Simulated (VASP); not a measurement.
Energy against volume of NaBr (rock salt). All values below come from LDA (Ceperley-Alder, Perdew-Zunger), VASP's LDA PAW potentials (set 64) (plane waves; VASP). Numerical set-up: 520 eV cut-off, 8×8×8 Γ-centred mesh, Gaussian smearing of 0.050 eV, potentials Na_pv Br.

```csv
V (Å³/atom),E (eV/atom)
23.519,-3.37394
24.246,-3.37580
24.973,-3.37404
25.701,-3.36925
```

Question: Fit these four points and predict the energy of the run at 22.791 Å³/atom.

Answer: A cubic in V^(−2/3), the third-order Birch-Murnaghan form, passes through the four points with V0 = 24.23 Å³/atom and B0 = 27 GPa, and gives -3.3677 eV/atom there. The run gave -3.3678 eV/atom, -0.1 meV/atom from the fit; all five points give B0 = 26 GPa.

The compound is NaBr in the rock salt structure. It was relaxed first, which changed the volume by -9 %.
